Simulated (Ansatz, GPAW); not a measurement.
**Hf: programs and potentials compared**

```xyz
2
Lattice="3.1967 0.0000 0.0000 -1.5983 2.7684 0.0000 0.0000 0.0000 5.0578" Properties=species:S:1:pos:R:3 pbc="T T T"
Hf    1.5984    0.9228    3.7934
Hf    0.0000    1.8456    1.2645
```

Alike in all runs: task single point; functional PBE; k mesh 10 × 10 × 5; occupations gaussian, width 0.023 eV; no spin polarisation; no spin-orbit coupling. Pressure is positive in compression and, in plane waves, holds the error of the finite cutoff, which Ansatz's Pulay term estimates and takes out.

```tsv
program and potentials	plane-wave cutoff (eV)	notes	pressure (GPa)
Ansatz, Ansatz PAW	420	26 valence electrons an atom on average	?
Ansatz, all-electron LAPW, scalar-relativistic	-	-	0.64
GPAW, GPAW PAW data sets (gpaw-data 1.2.1)	600	12 valence electrons an atom on average	0.92
```

Q: Estimate from the other rows what the run with Ansatz, Ansatz PAW gave.

A: Pressure 0.62 GPa. Its pressure holds a Pulay term of +0.05 GPa. The other rows, which needn't bracket it: pressure 0.64 to 0.92.
